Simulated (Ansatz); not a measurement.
Runs of Ansatz 0.2.0 on KF. All rows change the cell; the cell of one of them follows. The typed cell holds 2 atoms: a = 3.259 Å, b = 3.259 Å, c = 3.259 Å, α = 90.00°, β = 90.00°, γ = 90.00°. The cell comes from a database or a generator and needn't be the stable form of this composition.

```csv
task,level,potentials or basis,spin,cell,k mesh,cutoff (eV),smearing,broadening,other keys,gap on the mesh (eV),pressure (GPa)
electron localisation function,BLYP,JTH PAW,"non-collinear, random start","atoms moved at random, drawn with an rms of 0.02 Å",8 × 8 × 8,1500,gaussian 0.1 eV,-,-,6.35,1.2
relaxation of cell and atoms,revPBE0+D3(BJ)-ATM,Ansatz PAW,off,relaxed from: volume scaled by 0.8,6 × 6 × 6,420,fermi-dirac 0.1 eV,-,-,(a),0.0
single point,SVWN5,JTH PAW LDA,off,volume scaled by 1.04,8 × 8 × 8,1500,fermi-dirac 0.01 eV,-,-,5.66,-6.3
optical spectrum,r2SCAN+rVV10,Ansatz PAW,off,cell strained at random at fixed volume,8 × 8 × 8,500,fixed,0.2 eV,scf.mixing.algorithm = broyden; scf.mixing.beta = 0.2,7.02,-
```

Problem. Estimate the missing entries.

Solution. (a) 9.75.

Caveats: the PAW data sets come from PBE, with cores solved anew for the run's functional, which leaves a small shift of forces and pressure (some runs); the starting moments weren't kept (some runs); the plane-wave basis is chosen anew once the cell has moved, so the energies of steps on either side of that aren't comparable (some runs); spectra need much finer meshes, so this one isn't converged (some runs); independent-particle spectra lack excitons (some runs).

A k mesh can miss the band edges.

Runs at the PBE level aren't shown here.
